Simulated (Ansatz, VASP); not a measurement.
**Two plane-wave programs on Au**

Contents of INCAR:

```
SYSTEM = Au
ALGO = Normal
EDIFF = 1E-7
ENCUT = 520
GGA = CA
ISIF = 2
ISMEAR = -1
LASPH = .TRUE.
LCHARG = .TRUE.
LELF = .TRUE.
LREAL = .FALSE.
LVHAR = .TRUE.
LWAVE = .FALSE.
NBANDS = 12
NELM = 60
PREC = Accurate
SIGMA = 0.08
```

The input KPOINTS:

```
k-points
0
G
  18 18 18
  0 0 0
```

File POSCAR:

```
Au
1.0
    0.0000000000      1.8790180219      1.8790180219
    1.8790180219      0.0000000000      1.8790180219
    1.8790180219      1.8790180219      0.0000000000
Au
1
Direct
    0.0000000000      0.0000000000      0.0000000000
```

Input for Ansatz:

```yaml
crystal:
  lattice:
    - [0.0, 1.8790180219, 1.8790180219]
    - [1.8790180219, 0.0, 1.8790180219]
    - [1.8790180219, 1.8790180219, 0.0]
  atoms:
    - { symbol: Au, position: [0.0, 0.0, 0.0] }
kpoints:
  mp_grid: { grid: [18, 18, 18] }
scf:
  occupations: { method: fermi_dirac, width: 0.08 }
hamiltonian:
  xc: lda
  pseudopotentials: { kind: paw }
output:
  forces: true
  stress: true
  eigenvalues: true
  populations: true
```

Change from the starting cell: volume scaled by 0.8, PAW files.

Alike in both runs: task single point; functional LDA; k mesh 18 × 18 × 18; occupations fermi-dirac, width 0.08 eV; no spin polarisation.

|  | VASP | Ansatz |
| --- | --- | --- |
| version | VASP 6.6.1 | Ansatz 0.2.0 |
| potentials or method | VASP PAW LDA potentials, release 64 (Au) | PAW with Ansatz's default frozen-core files, scalar-relativistic |
| plane-wave cutoff (eV) | 520 | 420 |
| valence electrons in the cell | 11 | 19 |

```csv
,VASP,Ansatz,Ansatz less VASP
pressure (GPa),82.1,80.7,-1.44
```

The two sets of potentials don't hold the same shells in valence.

Caveats: the cell as given lies far from equilibrium; so large a pressure means that the cell lies far from this level's equilibrium, or that cutoff or potentials fall short (VASP). The runs have no spin-orbit coupling, so splittings on Au are missing.
